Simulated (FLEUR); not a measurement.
The system is CuO (Tenorite).

```xyz
4
Lattice="2.3418 -1.7113 0.0000 2.3418 1.7113 0.0000 -0.8500 0.0000 5.0579" Properties=species:S:1:pos:R:3 pbc="T T T"
Cu    0.7459   -0.8557    2.5289
Cu    1.1709    0.8557    0.0000
O     1.7043    0.2793    3.7934
O     2.1293   -0.2793    1.2645
```

| Quantity | Value |
| --- | --- |
| Program | FLEUR MaX-R8.1 (later development tree) |
| Task | single point |
| Functional | PBEsol |
| Potentials or basis | all-electron |
| Basis | FLAPW |
| Kmax | 5.21 1/bohr |
| k mesh | 10 × 10 × 5 |
| Occupations | fermi-dirac, width 0.05 eV |
| Spin | no spin polarisation |
| Gmax | 16.2 1/bohr |
| Muffin-tin radii | Cu 1.88, O 1.43 bohr |
| lmax | Cu 8, O 8 |
| lnonsphr | Cu 8, O 8 |
| Local orbitals a species | Cu 5, O 3 |
| Max iterations | 60 |
| Mixing factor | 0.05 |
| Mixer | Anderson |
| Mixer history | 15 |

On this cell: largest force 0.361 eV/Å; band gap on the k mesh none (metal or under the smearing width).

The same run follows on a disturbed copy (atoms moved at random, drawn with an rms of 0.05 Å):

```xyz
4
Lattice="2.3418 -1.7113 0.0000 2.3418 1.7113 0.0000 -0.8500 0.0000 5.0579" Properties=species:S:1:pos:R:3 pbc="T T T"
Cu    0.7398   -0.8817    2.5292
Cu    1.1850    0.8812    0.0393
O     1.6884    0.2902    3.8152
O     2.1015   -0.2909    1.2727
```

Question: What changes?

Answer: The energy (extrapolated to zero smearing) moves by +5.4 meV/atom; largest force 0.493 eV/Å; band gap on the k mesh none (metal or under the smearing width).

Forces on the atoms (eV/Å):
```
Cu  -0.046  0.139  0.374
Cu  -0.188  0.004 -0.328
O    0.096 -0.473 -0.098
O    0.138  0.330  0.051
```

Caveats: the run has no spin polarisation, though such a crystal can be magnetic; semilocal functionals often make such compounds metallic where correlation or magnetic order opens a gap, which also shifts bond lengths.
